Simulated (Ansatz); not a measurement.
Cu2O under strain: ⁶³Cu nuclear quadrupole resonance

Cell: a structure deposited in the COD, relaxed with PBE at fixed cell and then changed (z compressed by 2 %, ions relaxed).

```
CELL_PARAMETERS angstrom
4.26850 0.00000 0.00000
0.00000 4.26850 0.00000
0.00000 0.00000 4.18313
ATOMIC_POSITIONS crystal
Cu 0.25000 0.25000 0.25000
Cu 0.25000 0.75000 0.75000
Cu 0.75000 0.75000 0.25000
Cu 0.75000 0.25000 0.75000
O 0.00000 0.00000 0.00000
O 0.50000 0.50000 0.50000
```

Atoms are numbered from 1 in the order listed; like atoms form one site, named after its first atom.

All values are calculated (Ansatz; DFT, PBE, plane waves and PAW, scalar-relativistic, 420 eV cutoff, Γ-centred 7×7×7 k-points, Fermi–Dirac smearing 0.02 eV), not measured.

⁶³Cu: I = 3/2, Q = -220.0 mb (year-2017 value). Static lattice, zero field.

(1) Predict the zero-field ⁶³Cu lines of each site.

(2) And for ⁶⁵Cu (I = 3/2, Q = -204.0 mb) on Cu?

## Answers

(1) For I = 3/2 there is one line, ν = (|C_Q|/2)(1 + η²/3)^½.

| site | atoms | V_zz (10²¹ V/m²) | C_Q (MHz) | η | line frequencies (MHz) |
| --- | --- | --- | --- | --- | --- |
| Cu | 1, 2, 3, 4 | -5.57 | 29.6 | 0.02 | 14.8 |

(2) C_Q scales with Q to 27.5 MHz, with lines at 13.7 MHz.

At Cu V_zz points along the line of its two bonds (within 1°).

Semilocal functionals underestimate gradients at Cu(I) with two or three neighbours, in Cu₂O by a fifth to nearly a half. At this changed cell the PBE pressure is 5 GPa.
